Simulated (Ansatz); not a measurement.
# CoO: the cost of one run

Computed with Ansatz 0.2.0 (DFT PBE, scalar-relativistic, unless a step's input says otherwise).

### Step 1. The system as given

It takes space group I4/mmm (No. 139, tetragonal). The conventional cell has a = 3.016 Å, b = 3.016 Å, c = 4.214 Å, α = 90.00°, β = 90.00°, γ = 90.00°. Co (site symmetry 4/mmm) is surrounded by 6 O at 2.11 to 2.13 Å. O (site symmetry 4/mmm) is surrounded by 6 Co at 2.11 to 2.13 Å.

As a file:

```xyz
2
Lattice="-1.5080 1.5080 2.1072 1.5080 -1.5080 2.1072 1.5080 1.5080 -2.1072" Properties=species:S:1:pos:R:3 pbc="T T T"
Co    0.0000    0.0000    0.0000
O     0.0000    0.0000    2.1072
```

Atoms are numbered in the order of the input: Co1, O2.

### Step 2. The deformed structure

Space group I4/mmm before, I4/mmm after.

### Step 3. All-electron LAPW

input.yaml

```yaml
crystal:
  lattice:
    - [-1.4627601483, 1.4627601483, 2.1072499549]
    - [1.4627601483, -1.4627601483, 2.1072499549]
    - [1.4627601483, 1.4627601483, -2.1072499549]
  atoms:
    - { symbol: Co, position: [0.0, 0.0, 0.0], spin: 2.0 }
    - { symbol: O, position: [0.5, 0.5, 0.0] }
magnetization:
  spin_polarized: true
kpoints:
  mp_grid: { grid: [13, 13, 15] }
  band_path:
    path:
      - [0.0, 0.0, 0.0]
      - [0.0, 0.0, 0.5]
      - [0.25, 0.25, 0.25]
      - [0.0, 0.5, 0.0]
      - [0.0, 0.0, 0.0]
      - [0.5, 0.5, -0.5]
      - [0.3704631296, 0.6295368704, -0.3704631296]
      - [-0.3704631296, 0.3704631296, 0.3704631296]
      - [0.0, 0.0, 0.0]
    npoints: 5
scf:
  occupations: { method: fermi_dirac, width: 0.03 }
hamiltonian:
  xc: pbe
  pseudopotentials: { kind: all_electron, lapw: { basis_error: 0.001 } }
output:
  forces: true
  stress: true
  eigenvalues: true
```

The run is started by

```sh
> ansatz run input.yaml --threads 1 --pin off --max-ram 3072MiB --backend cpu --events-out ev --progress --plain --runs-dir out
```

**Question.** How long does this run take on 1 thread of Arm Neoverse V2, shared host, and how much memory does it need?

About 6 min, with a peak of 1.9 GiB.
